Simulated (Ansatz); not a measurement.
Calculation for Ca (fcc type): DFT, PBE, PAW with Ansatz's default frozen-core files, scalar-relativistic (Ansatz 0.2.0). This run: cell relaxed at zero pressure.

The start is a guessed cell.

Command: `ansatz run input.yaml --threads 1 --pin off --max-ram 3584MiB --backend cpu --events-out ev --progress --plain --runs-dir out` It took 2.6 s on 1 thread of Arm Neoverse V2, on a shared host, peak memory 0.29 GiB.

```yaml
crystal:
  lattice:
    - [0.0, 2.7627070339, 2.7627070339]
    - [2.7627070339, 0.0, 2.7627070339]
    - [2.7627070339, 2.7627070339, 0.0]
  atoms:
    - { symbol: Ca, position: [0.0, 0.0, 0.0] }
kpoints:
  mp_grid: { grid: [12, 12, 12] }
scf:
  occupations: { method: fermi_dirac, width: 0.08 }
hamiltonian:
  xc: pbe
  pseudopotentials: { kind: paw }
output:
  forces: true
  stress: true
relax:
  f_tol: 0.005
  max_steps: 40
  cell: {}
```

Output:

```
Engine: ansatz 0.2.0
Pseudopotentials: kind: paw
Pseudopotential: Ca, paw, valence charge 10, recommended cutoff 420 eV (normal), Ca.paw.azcp
Functional definition: PBE
  parameter kappa = 0.804
  parameter beta = 0.06672455060314922
  exchange = pbe_x(kappa = kappa, mu = beta*pi^2/3)
  correlation = pbe_c(beta = beta)
Crystal: 1 atoms, lattice volume = 42.173 Å³
Basis set: ecut = 420 eV, 869 PW (Γ), exchange–correlation on 54×54×54 points (8 copies of the dense FFT grid, shifted against one another)
Bands: 9, of which v1, the nominal top of the filled ones, is band 5 counted from 1 (4 counted from 0)
Symmetry: 48 space group operations
Space group: Fm-3m (ITA 225), of the structure as read, at distance tolerance 3.5e-5 Å
k-points: 72 of 1728
Non-local potential: Ca, projectors of the file, l = 0: 3, l = 1: 2, l = 2: 2
PAW form: soft (Blöchl's): semilocal exchange-correlation on the pseudo side does not see the compensation charge
PAW one-centre angular grid: Ca, 110 points (default); XC on 64 Gauss nodes
Initial density: superposition of atomic densities (neutral atoms: chi_scale 0, normalization atom), corrected by the library's trained network
Initial wavefunctions: pseudopotential atomic-orbital guess
Functional: x = pbe(κ = 0.804, μ = 0.2195149727645171), c = pbe(β = 0.06672455060314922)
SCF iter   1: F=—  HF=-1816.873230 eV  |F-HF|=—  |Δ(HF+E_count)|=         —  Δρ=7.14e-4  dr2=2.07e-4  ethr=1.77e-3  ⟨swp⟩=5.8  Hψ=5268  notcnv=0
preconditioner: auto → none  [metal: Δε(μ)=0.010 eV  Ē_g=3.545 eV  σ=0.080 eV  W_gap=0.03  n_scr=8 (ndim 8)  ℏωp=8.1 eV  f_vac=0.000  D(μ)=1.37/eV (n_scr^D=14)  sad-step TF]
SCF iter   2: F=—  HF=-1816.873333 eV  |F-HF|=—  |Δ(HF+E_count)|=   1.03e-4  Δρ=4.24e-4  dr2=7.09e-5  ethr=2.07e-6  ⟨swp⟩=2.3  Hψ=1583  notcnv=0
SCF iter   3: F=—  HF=-1816.873406 eV  |F-HF|=—  |Δ(HF+E_count)|=   7.29e-5  Δρ=1.29e-4  dr2=1.09e-5  ethr=7.09e-7  ⟨swp⟩=2.0  Hψ=725  notcnv=0
SCF iter   4: F=—  HF=-1816.873401 eV  |F-HF|=—  |Δ(HF+E_count)|=   4.88e-6  Δρ=4.63e-5  dr2=9.57e-7  ethr=1.09e-7  ⟨swp⟩=2.3  Hψ=981  notcnv=0
SCF iter   5: F=—  HF=-1816.873401 eV  |F-HF|=—  |Δ(HF+E_count)|=   3.23e-7  Δρ=1.84e-5  dr2=2.58e-7  ethr=9.57e-9  ⟨swp⟩=2.0  Hψ=1050  notcnv=0
SCF iter   6: F=-1816.873401 eV  HF=-1816.873401 eV  |F-HF|=2.88e-8  |Δ(HF+E_count)|=   1.01e-7  Δρ=7.09e-6  dr2=3.64e-8  ethr=1.00e-9  ⟨swp⟩=3.9  Hψ=1745  notcnv=0
SCF 1 converged in 6 iterations: F = -1816.873401 eV  dr2 = 3.64e-8
  greatest PAW one-centre occupation: 0.996 electrons in one spin orbital (limit 2), on the Ca atom at site 0 (counted from 0), in its partial waves of l = 0
relax step   1: F+E_penalty+E_count = -1816.87340109 eV  Δ(F+E_penalty+E_count) = +0.000e0 eV  max|allowed force component| = 0.000e0 eV/Å  Δτ_max = 0.0000 Å  P = +0.012 GPa  Ω = 42.173 Å³  (6 SCF iters, dr2 threshold 1.00e-7 eV, accepted)
Initial density: handed on by an earlier stage of this run
Initial wavefunctions: pseudopotential atomic-orbital guess (no wavefunctions were taken with the density)
iter 1 solved again at ethr=4.65e-8 eV; its pass at ethr=3.10e-3 eV (dr2=4.65e-6 eV) is discarded
SCF iter   1: F=—  HF=-1816.873399 eV  |F-HF|=—  |Δ(HF+E_count)|=         —  Δρ=7.10e-6  dr2=3.63e-8  ethr=4.65e-8  ⟨swp⟩=3.3  Hψ=7307  notcnv=0
preconditioner: auto → none  [metal: Δε(μ)=0.010 eV  Ē_g=3.538 eV  σ=0.080 eV  W_gap=0.03  n_scr=8 (ndim 8)  ℏωp=8.1 eV  f_vac=0.000  D(μ)=1.38/eV (n_scr^D=14)]
SCF iter   2: F=—  HF=-1816.873401 eV  |F-HF|=—  |Δ(HF+E_count)|=   2.40e-6  Δρ=1.97e-6  dr2=2.02e-9  ethr=3.63e-10  ⟨swp⟩=2.3  Hψ=1016  notcnv=0
SCF iter   3: F=—  HF=-1816.873401 eV  |F-HF|=—  |Δ(HF+E_count)|=  6.50e-10  Δρ=6.70e-7  dr2=1.39e-10  ethr=2.02e-11  ⟨swp⟩=1.8  Hψ=756  notcnv=0
SCF iter   4: F=-1816.873401 eV  HF=-1816.873401 eV  |F-HF|=4.55e-13  |Δ(HF+E_count)|=  2.80e-11  Δρ=4.68e-8  dr2=3.37e-13  ethr=1.00e-12  ⟨swp⟩=5.1  Hψ=2238  notcnv=0
SCF 2 converged in 4 iterations: F = -1816.873401 eV  dr2 = 3.37e-13
relax step   2: F+E_penalty+E_count = -1816.87340111 eV  Δ(F+E_penalty+E_count) = -1.168e-8 eV  max|allowed force component| = 0.000e0 eV/Å  Δτ_max = 0.0000 Å  P = +0.012 GPa  Ω = 42.173 Å³  stress off target by 1.18e-2 GPa  SCF on the basis re-selected at this cell (its energy is not comparable with the rows above)  (4 SCF iters)
basis re-selected at this cell: Δ(F+E_penalty+E_count) = -1.168e-8 eV, ΔP = +0.000 GPa vs the last step (what re-selecting the basis moved, of the pressure what is left beyond the Pulay correction that the steps carried, after the strain that the cell walked since its last selection, with what the two solves' SCF thresholds leave and, on support functions, any second-order correction that the steps lacked; it is no measure of the basis error at this ecutwfc). This SCF's stress stands 1.18e-2 GPa from its target on what of the cell is left free (relax.cell.stress_tol is 5.00e-2 GPa) and its largest allowed force component is 0.00e0 eV/Å (relax.f_tol is 5.00e-3 eV/Å): within both
SCF converged after 4 iterations
Free energy (F): -1816.873401 eV
Harris-Foulkes:  -1816.873401 eV  (|F-HF|=4.55e-13)
Internal energy: -1816.845753 eV  (E = F + TS)
E sigma→0 (E₀):  -1816.859577 eV
Entropy (-TS):   -0.027648 eV (-27.648 meV/atom)
Fermi energy:    4.948771 eV
--- Per-component energies (eV) ---
  E_band       = -175.164659
  E_kinetic    = 275.533319
  E_local      = -848.447073  (includes V_loc(G=0)·N_el)
  E_nonlocal   = 63.656906
  E_hartree    = 283.968673
  E_xc         = -135.890271
  E_vxc        = -169.378147  (∫ρ·V_xc dr)
  E_paw        = -858.242496  (= ΣΔE_a)
  E_vpaw       = -64.467011  (= ΣTr[D̂ρ^β])
  E_aug_tail   = -0.000006  (compensation charges beyond the density's cutoff)
  E_ewald      = -597.424805
  E_smearing   = -0.027648  (= −TS)
  E_closure    = 0.000000  (closes the sum)
  Σ components = -1816.873401   (vs F -1816.873401, Δ=0.00e0)
--- Forces (eV/Å), atoms counted from 1 ---
  atom   1  Ca     0.00000000     0.00000000     0.00000000
  max |Σ_I F_I| component: 2.79e-31 eV/Å
--- Stress (GPa, compression-positive) ---
        0.011829       0.000000       0.000000
       -0.000000       0.011829       0.000000
        0.000000       0.000000       0.011829
  P = ⅓ Tr σ = 0.0118 GPa (0.118 kbar)
--- Relaxed structure (1 steps of the walk, 1 accepted, 1 SCFs on fresh bases) ---
  F+E_penalty+E_count = -1816.87340111 eV   max|allowed force component| = 0.000e0 eV/Å   (the final SCF, on the basis selected at the relaxed cell)
  cell:  # Å, volume = 42.1730 Å³
    - [0.0, 2.7627070339, 2.7627070339]
    - [2.7627070339, 0.0, 2.7627070339]
    - [2.7627070339, 2.7627070339, 0.0]
  atoms:
    - { symbol: Ca, position: [0.0, 0.0, 0.0] }
```

Next run (volume at 0.9 of the series' base cell, to set the pressure), as changes to the input before:

```diff
   lattice:
-    - [0.0, 2.7627070339, 2.7627070339]
-    - [2.7627070339, 0.0, 2.7627070339]
-    - [2.7627070339, 2.7627070339, 0.0]
+    - [0.0, 2.667364314, 2.667364314]
+    - [2.667364314, 0.0, 2.667364314]
+    - [2.667364314, 2.667364314, 0.0]
   atoms:
   stress: true
-relax:
-  f_tol: 0.005
-  max_steps: 40
-  cell: {}
+  eigenvalues: true
```

Command: `ansatz run input.yaml --threads 1 --pin off --max-ram 3584MiB --backend cpu --events-out ev --progress --plain --runs-dir out` It took 1.3 s on 1 thread of Arm Neoverse V2, on a shared host, peak memory 0.27 GiB.

Results part of the output:

```
SCF 1 converged in 6 iterations: F = -1816.846504 eV  dr2 = 1.06e-9
  greatest PAW one-centre occupation: 0.996 electrons in one spin orbital (limit 2), on the Ca atom at site 0 (counted from 0), in its partial waves of l = 0
SCF converged after 6 iterations
Free energy (F): -1816.846504 eV
Harris-Foulkes:  -1816.846504 eV  (|F-HF|=5.69e-10)
Internal energy: -1816.819762 eV  (E = F + TS)
E sigma→0 (E₀):  -1816.833133 eV
Entropy (-TS):   -0.026742 eV (-26.742 meV/atom)
Fermi energy:    5.723468 eV
--- Per-component energies (eV) ---
  E_band       = -165.627356
  E_kinetic    = 276.685949
  E_local      = -816.189044  (includes V_loc(G=0)·N_el)
  E_nonlocal   = 63.829923
  E_hartree    = 272.293791
  E_xc         = -136.352291
  E_vxc        = -170.000286  (∫ρ·V_xc dr)
  E_paw        = -858.308826  (= ΣΔE_a)
  E_vpaw       = -64.540619  (= ΣTr[D̂ρ^β])
  E_aug_tail   = -0.000006  (compensation charges beyond the density's cutoff)
  E_ewald      = -618.779258
  E_smearing   = -0.026742  (= −TS)
  E_closure    = 0.000000  (closes the sum)
  Σ components = -1816.846504   (vs F -1816.846504, Δ=0.00e0)
--- Forces (eV/Å), atoms counted from 1 ---
  atom   1  Ca     0.00000000     0.00000000     0.00000000
  max |Σ_I F_I| component: 1.64e-32 eV/Å
--- Stress (GPa, compression-positive) ---
        2.185084      -0.000000       0.000000
       -0.000000       2.185084       0.000000
       -0.000000      -0.000000       2.185084
  P = ⅓ Tr σ = 2.1851 GPa (21.851 kbar)
--- Band table (eV; the first three rows and the last of 72) ---
  k-point 0: bands = ["-36.0618", "-16.9612", "-16.9612", "-16.9612", "1.5124", "8.1964", "8.1964", "8.1964", "9.4059"]
  k-point 1: bands = ["-36.0603", "-16.9751", "-16.9630", "-16.9630", "1.6422", "8.0529", "8.2470", "8.2470", "9.3603"]
  k-point 2: bands = ["-36.0562", "-17.0128", "-16.9680", "-16.9680", "2.0212", "7.6831", "8.3456", "8.3456", "9.3001"]
  k-point 71: bands = ["-36.0322", "-17.0932", "-17.0932", "-17.0364", "5.8509", "6.4670", "6.4670", "8.5356", "10.3960"]
```

Next run (fcc relaxed under pressure), as changes to the input before:

```diff
   eigenvalues: true
+relax:
+  f_tol: 0.005
+  max_steps: 40
+  cell: { p_target: 2.2, stress_tol: 0.03 }
```

Command: `ansatz run input.yaml --threads 1 --pin off --max-ram 3584MiB --backend cpu --events-out ev --progress --plain --runs-dir out` It took 3.1 s on 1 thread of Arm Neoverse V2, on a shared host, peak memory 0.29 GiB.

Results part of the output:

```
basis re-selected at this cell: Δ(F+E_penalty+E_count) = -2.256e-10 eV, ΔP = +0.000 GPa vs the last step (what re-selecting the basis moved, of the pressure what is left beyond the Pulay correction that the steps carried, after the strain that the cell walked since its last selection, with what the two solves' SCF thresholds leave and, on support functions, any second-order correction that the steps lacked; it is no measure of the basis error at this ecutwfc). This SCF's stress stands 1.49e-2 GPa from its target on what of the cell is left free (relax.cell.stress_tol is 3.00e-2 GPa) and its largest allowed force component is 0.00e0 eV/Å (relax.f_tol is 5.00e-3 eV/Å): within both
SCF converged after 3 iterations
Free energy (F): -1816.846504 eV
Harris-Foulkes:  -1816.846504 eV  (|F-HF|=6.82e-13)
Internal energy: -1816.819762 eV  (E = F + TS)
E sigma→0 (E₀):  -1816.833133 eV
Entropy (-TS):   -0.026742 eV (-26.742 meV/atom)
Fermi energy:    5.723477 eV
--- Per-component energies (eV) ---
  E_band       = -165.626853
  E_kinetic    = 276.685773
  E_local      = -816.188541  (includes V_loc(G=0)·N_el)
  E_nonlocal   = 63.829841
  E_hartree    = 272.293467
  E_xc         = -136.352266
  E_vxc        = -170.000255  (∫ρ·V_xc dr)
  E_paw        = -858.308771  (= ΣΔE_a)
  E_vpaw       = -64.540587  (= ΣTr[D̂ρ^β])
  E_aug_tail   = -0.000006  (compensation charges beyond the density's cutoff)
  E_ewald      = -618.779258
  E_smearing   = -0.026742  (= −TS)
  E_closure    = -0.000000  (closes the sum)
  Σ components = -1816.846504   (vs F -1816.846504, Δ=0.00e0)
--- Forces (eV/Å), atoms counted from 1 ---
  atom   1  Ca     0.00000000    -0.00000000     0.00000000
  max |Σ_I F_I| component: 2.76e-30 eV/Å
--- Stress (GPa, compression-positive) ---
        2.185085       0.000000       0.000000
       -0.000000       2.185085      -0.000000
       -0.000000       0.000000       2.185085
  P = ⅓ Tr σ = 2.1851 GPa (21.851 kbar)
--- Band table (eV; the first three rows and the last of 72) ---
  k-point 0: bands = ["-36.0617", "-16.9611", "-16.9611", "-16.9611", "1.5124", "8.1964", "8.1964", "8.1964", "9.4059"]
  k-point 1: bands = ["-36.0602", "-16.9750", "-16.9630", "-16.9630", "1.6422", "8.0529", "8.2470", "8.2470", "9.3604"]
  k-point 2: bands = ["-36.0562", "-17.0127", "-16.9680", "-16.9680", "2.0212", "7.6831", "8.3457", "8.3457", "9.3001"]
  k-point 71: bands = ["-36.0321", "-17.0931", "-17.0931", "-17.0363", "5.8509", "6.4670", "6.4670", "8.5356", "10.3961"]
--- Relaxed structure (1 steps of the walk, 1 accepted, 1 SCFs on fresh bases) ---
  F+E_penalty+E_count = -1816.84650422 eV   max|allowed force component| = 0.000e0 eV/Å   (the final SCF, on the basis selected at the relaxed cell)
  cell:  # Å, volume = 37.9557 Å³
    - [0.0, 2.667364314, 2.667364314]
    - [2.667364314, 0.0, 2.667364314]
    - [2.667364314, 2.667364314, 0.0]
  atoms:
    - { symbol: Ca, position: [0.0, 0.0, 0.0] }
```

Next run (bcc relaxed under pressure), as changes to the input before:

```diff
   lattice:
-    - [0.0, 2.667364314, 2.667364314]
-    - [2.667364314, 0.0, 2.667364314]
-    - [2.667364314, 2.667364314, 0.0]
+    - [-2.117088459, 2.117088459, 2.117088459]
+    - [2.117088459, -2.117088459, 2.117088459]
+    - [2.117088459, 2.117088459, -2.117088459]
   atoms:
 kpoints:
-  mp_grid: { grid: [12, 12, 12] }
+  mp_grid: { grid: [13, 13, 13] }
 scf:
```

Results part of the output:

```
basis re-selected at this cell: Δ(F+E_penalty+E_count) = +1.011e-5 eV, ΔP = -0.000 GPa vs the last step (what re-selecting the basis moved, of the pressure what is left beyond the Pulay correction that the steps carried, after the strain that the cell walked since its last selection, with what the two solves' SCF thresholds leave and, on support functions, any second-order correction that the steps lacked; it is no measure of the basis error at this ecutwfc). This SCF's stress stands 2.76e-4 GPa from its target on what of the cell is left free (relax.cell.stress_tol is 3.00e-2 GPa) and its largest allowed force component is 0.00e0 eV/Å (relax.f_tol is 5.00e-3 eV/Å): within both
SCF converged after 4 iterations
Free energy (F): -1816.832121 eV
Harris-Foulkes:  -1816.832121 eV  (|F-HF|=9.09e-13)
Internal energy: -1816.802930 eV  (E = F + TS)
E sigma→0 (E₀):  -1816.817526 eV
Entropy (-TS):   -0.029191 eV (-29.191 meV/atom)
Fermi energy:    5.816788 eV
--- Per-component energies (eV) ---
  E_band       = -164.799846
  E_kinetic    = 276.843706
  E_local      = -814.235522  (includes V_loc(G=0)·N_el)
  E_nonlocal   = 63.851920
  E_hartree    = 271.670788
  E_xc         = -136.391078
  E_vxc        = -170.052919  (∫ρ·V_xc dr)
  E_paw        = -858.315075  (= ΣΔE_a)
  E_vpaw       = -64.548558  (= ΣTr[D̂ρ^β])
  E_aug_tail   = -0.000006  (compensation charges beyond the density's cutoff)
  E_ewald      = -620.227664
  E_smearing   = -0.029191  (= −TS)
  E_closure    = 0.000000  (closes the sum)
  Σ components = -1816.832121   (vs F -1816.832121, Δ=0.00e0)
--- Forces (eV/Å), atoms counted from 1 ---
  atom   1  Ca     0.00000000    -0.00000000     0.00000000
  max |Σ_I F_I| component: 5.09e-31 eV/Å
--- Stress (GPa, compression-positive) ---
        2.200276      -0.000000      -0.000000
       -0.000000       2.200276       0.000000
       -0.000000      -0.000000       2.200276
  P = ⅓ Tr σ = 2.2003 GPa (22.003 kbar)
--- Band table (eV; the first three rows and the last of 84) ---
  k-point 0: bands = ["-35.9734", "-16.8700", "-16.8700", "-16.8700", "1.5573", "8.2814", "8.2814", "8.2814", "9.4597"]
  k-point 1: bands = ["-35.9720", "-16.8824", "-16.8740", "-16.8701", "1.6751", "8.2043", "8.2343", "8.3737", "9.3660"]
  k-point 2: bands = ["-35.9680", "-16.9164", "-16.8850", "-16.8701", "2.0202", "8.0031", "8.0183", "8.6445", "9.2325"]
  k-point 83: bands = ["-35.9303", "-17.0186", "-17.0165", "-17.0165", "5.7205", "5.7727", "9.7728", "9.7728", "10.0634"]
--- Relaxed structure (3 steps of the walk, 3 accepted, 1 SCFs on fresh bases) ---
  F+E_penalty+E_count = -1816.83212105 eV   max|allowed force component| = 0.000e0 eV/Å   (the final SCF, on the basis selected at the relaxed cell)
  cell:  # Å, volume = 37.6974 Å³
    - [-2.1122756431890255, 2.1122756431890255, 2.1122756431890255]
    - [2.1122756431890255, -2.1122756431890255, 2.1122756431890255]
    - [2.1122756431890255, 2.1122756431890255, -2.1122756431890255]
  atoms:
    - { symbol: Ca, position: [0.0, 0.0, 0.0] }
```

Next run (hcp relaxed under pressure), as changes to the input before:

```diff
   lattice:
-    - [-2.117088459, 2.117088459, 2.117088459]
-    - [2.117088459, -2.117088459, 2.117088459]
-    - [2.117088459, 2.117088459, -2.117088459]
+    - [3.7822809463, 0.0, 0.0]
+    - [-1.8911404731, 3.2755513837, 0.0]
+    - [0.0, 0.0, 6.1272951329]
   atoms:
-    - { symbol: Ca, position: [0.0, 0.0, 0.0] }
+    - { symbol: Ca, position: [0.3333333333, 0.6666666667, 0.25] }
+    - { symbol: Ca, position: [0.6666666667, 0.3333333333, 0.75] }
 kpoints:
-  mp_grid: { grid: [13, 13, 13] }
+  mp_grid: { grid: [12, 12, 7] }
 scf:
```

Results part of the output:

```
basis re-selected at this cell: Δ(F+E_penalty+E_count) = -1.302e-5 eV, ΔP = +0.000 GPa vs the last step (what re-selecting the basis moved, of the pressure what is left beyond the Pulay correction that the steps carried, after the strain that the cell walked since its last selection, with what the two solves' SCF thresholds leave and, on support functions, any second-order correction that the steps lacked; it is no measure of the basis error at this ecutwfc). This SCF's stress stands 5.00e-3 GPa from its target on what of the cell is left free (relax.cell.stress_tol is 3.00e-2 GPa) and its largest allowed force component is 1.73e-17 eV/Å (relax.f_tol is 5.00e-3 eV/Å): within both
SCF converged after 5 iterations
Free energy (F): -3633.683990 eV
Harris-Foulkes:  -3633.683990 eV  (|F-HF|=9.09e-13)
Internal energy: -3633.632344 eV  (E = F + TS)
E sigma→0 (E₀):  -3633.658167 eV
Entropy (-TS):   -0.051646 eV (-25.823 meV/atom)
Fermi energy:    5.734184 eV
--- Per-component energies (eV) ---
  E_band       = -331.825819
  E_kinetic    = 553.345548
  E_local      = -1635.408178  (includes V_loc(G=0)·N_el)
  E_nonlocal   = 127.674824
  E_hartree    = 545.802813
  E_xc         = -272.672852
  E_vxc        = -339.958847  (∫ρ·V_xc dr)
  E_paw        = -1716.617521  (= ΣΔE_a)
  E_vpaw       = -129.084814  (= ΣTr[D̂ρ^β])
  E_aug_tail   = -0.000012  (compensation charges beyond the density's cutoff)
  E_ewald      = -1235.756965
  E_smearing   = -0.051646  (= −TS)
  E_closure    = 0.000000  (closes the sum)
  Σ components = -3633.683990   (vs F -3633.683990, Δ=0.00e0)
--- Forces (eV/Å), atoms counted from 1 ---
  atom   1  Ca     0.00000000    -0.00000000     0.00000000
  atom   2  Ca    -0.00000000     0.00000000     0.00000000
  max |Σ_I F_I| component: 2.31e-18 eV/Å
--- Stress (GPa, compression-positive) ---
        2.205001      -0.000000       0.000000
        0.000000       2.205001       0.000000
        0.000000       0.000000       2.201912
  P = ⅓ Tr σ = 2.2040 GPa (22.040 kbar)
--- Band table (eV; the first three rows and the last of 76) ---
  k-point 0: bands = ["-36.0899", "-36.0691", "-17.1786", "-17.0193", "-17.0193", "-16.9939", "-16.9939", "-16.9840", "1.4850", "4.6177", "5.5632", "8.0946", "8.1505", "8.1505"]
  k-point 1: bands = ["-36.0889", "-36.0702", "-17.1691", "-17.0180", "-17.0180", "-16.9951", "-16.9951", "-16.9939", "1.5787", "4.2170", "5.8985", "8.0029", "8.1248", "8.1248"]
  k-point 2: bands = ["-36.0860", "-36.0731", "-17.1426", "-17.0214", "-17.0145", "-17.0145", "-16.9987", "-16.9987", "1.8543", "3.5411", "6.4160", "7.7450", "8.0940", "8.0940"]
  k-point 75: bands = ["-36.0624", "-36.0624", "-17.1479", "-17.1479", "-17.1220", "-17.1094", "-17.0252", "-17.0252", "5.7775", "5.9315", "6.0386", "6.0386", "6.4027", "6.4027"]
--- Relaxed structure (4 steps of the walk, 4 accepted, 1 SCFs on fresh bases) ---
  F+E_penalty+E_count = -3633.68398982 eV   max|allowed force component| = 1.735e-17 eV/Å   (the final SCF, on the basis selected at the relaxed cell)
  cell:  # Å, volume = 76.2320 Å³
    - [3.7636404834149353, -2.872504273346896e-11, 0.0]
    - [-1.8818202416825909, 3.259408269363242, 0.0]
    - [0.0, 0.0, 6.214275005581117]
  atoms:
    - { symbol: Ca, position: [0.33333333333333337, 0.6666666666666666, 0.25] }
    - { symbol: Ca, position: [0.6666666666666667, 0.33333333333333337, 0.7500000000000001] }
```
